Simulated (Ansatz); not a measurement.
`OCc1ccccc1` + toluene → `c1ccc(CCc2ccccc2)cc1` + H₂O  (formal exchange of groups at a C–O bond)

Program: Ansatz. Geometries: PBE0-D4/def2-TZVP. ΔE: electronic, gas phase. CCSD(T)/CBS is the MP2 limit (def2-TZVPP, def2-QZVPP) plus CCSD(T) − MP2 in def2-TZVPP, frozen cores. This one scheme is used for every species. Functionals use def2-TZVPP. B3LYP here is the variant with VWN-RPA as its local correlation; programs differ in this. HSE06 is defined as in plane-wave codes. One conformer a species, not always the lowest.

`OCc1ccccc1`:

Z-matrix (Å, degrees):
```
C
C 1 1.505
O 1 1.410 2 113.8
H 1 1.094 2 109.9 3 117.8
H 1 1.098 2 109.3 3 -125.2
C 2 1.390 1 120.6 3 144.1
C 2 1.392 1 120.5 3 -36.8
H 3 0.961 1 108.0 2 -55.7
C 6 1.387 2 120.7 1 178.6
H 6 1.086 2 119.4 1 -1.7
C 7 1.386 2 120.5 1 -179.0
H 7 1.084 2 119.1 1 1.5
C 9 1.386 6 120.0 2 0.5
H 9 1.084 6 119.9 2 179.9
H 11 1.084 7 119.8 2 -179.9
H 13 1.084 9 120.2 6 179.6
```

`Cc1ccccc1`:

```xyz
15

C     0.858    0.719    1.912
C     0.292    0.231    0.613
C     0.018    1.117   -0.425
C    -0.533    0.672   -1.617
C    -0.818   -0.674   -1.793
C    -0.546   -1.568   -0.768
C     0.005   -1.117    0.421
H     1.441    1.632    1.775
H     0.059    0.944    2.626
H     1.503   -0.032    2.373
H     0.242    2.171   -0.297
H    -0.736    1.379   -2.413
H    -1.245   -1.025   -2.726
H    -0.760   -2.623   -0.897
H     0.219   -1.825    1.216
```

`c1ccc(CCc2ccccc2)cc1`:

```xyz
28

C    -1.739   -1.676    2.486
C    -0.598   -2.449    2.322
C     0.561   -1.878    1.821
C     0.604   -0.530    1.476
C     1.843    0.062    0.874
C     1.929   -0.164   -0.645
C     0.806    0.492   -1.390
C     0.875    1.840   -1.731
C    -0.183    2.471   -2.366
C    -1.334    1.759   -2.672
C    -1.415    0.415   -2.339
C    -0.353   -0.211   -1.704
C    -0.545    0.234    1.647
C    -1.708   -0.331    2.147
H    -2.646   -2.119    2.879
H    -0.611   -3.499    2.589
H     1.451   -2.488    1.698
H     1.874    1.137    1.074
H     2.729   -0.378    1.343
H     2.887    0.226   -1.002
H     1.926   -1.240   -0.844
H     1.775    2.402   -1.497
H    -0.107    3.520   -2.628
H    -2.162    2.249   -3.170
H    -2.310   -0.150   -2.574
H    -0.427   -1.259   -1.436
H    -0.531    1.284    1.372
H    -2.594    0.281    2.272
```

H₂O:

Z-matrix (Å, degrees):
```
O
H 1 0.960
H 1 0.960 2 105.1
```

```csv
level,ΔE (kJ/mol),difference from CCSD(T)/CBS
LDA (SPW92),-42.8,17.6
PBE-D4,-47.3,13.1
revPBE-D4,-53.6,6.8
BLYP-D4,-47.4,13.0
r2SCAN-D4,-46.5,13.9
PBE0-D4,-50.7,9.7
B3LYP-D4,-48.3,12.1
r2SCANh-D4,-47.7,12.7
BHLYP-D4,-47.8,12.6
ωB97X-V,-46.5,13.9
ωB97M-V,-49.8,10.6
B2PLYP,-40.6,19.8
PBE-QIDH,-51.5,8.9
PBE,-31.1,29.3
revPBE,-24.8,35.6
BLYP,-19.0,41.4
r2SCAN,-39.3,21.1
PBE0,-35.2,25.2
B3LYP,-24.6,35.8
r2SCANh,-40.1,20.3
r2SCAN0,-41.1,19.3
HSE06,-35.1,25.3
BHLYP,-28.3,32.1
CAM-B3LYP,-28.6,31.8
LC-ωPBE,-37.2,23.2
RPA@PBE/def2-TZVPP,-53.5,6.9
HF/def2-SVP,-13.0,47.4
MP2/def2-SVP,-57.9,2.5
CCSD/def2-SVP,-40.2,20.2
CCSD(T)/def2-SVP,-44.2,16.2
HF/def2-TZVPP,-22.2,38.2
SCS-MP2/def2-TZVPP,-60.1,0.3
CCSD/def2-TZVPP,-51.7,8.7
CCSD(T)/def2-TZVPP,-56.6,3.8
HF/def2-QZVPP,-23.1,37.3
MP2/def2-QZVPP,-74.2,-13.8
SCS-MP2/def2-QZVPP,-62.5,-2.1
HF/CBS(def2),-23.2,37.2
MP2/CBS(def2),-75.5,-15.1
CCSD/CBS(def2),-55.5,4.9
CCSD(T)/CBS,-60.4,0
```

Largest T1 diagnostic among the species: 0.010.

In def2-TZVPP, CCSD(T) changes the Hartree–Fock value by −34.4 kJ/mol (the triples alone add −4.9 kJ/mol) and MP2 by −49.5 kJ/mol. From PBE to PBE0 (25 % exact exchange), in def2-TZVPP and without D4, ΔE moves by −4.1 kJ/mol.

CCSD(T)/CBS has its own doubt, a few kJ/mol and more with outer-core shells, so smaller differences from it don't rank the levels.
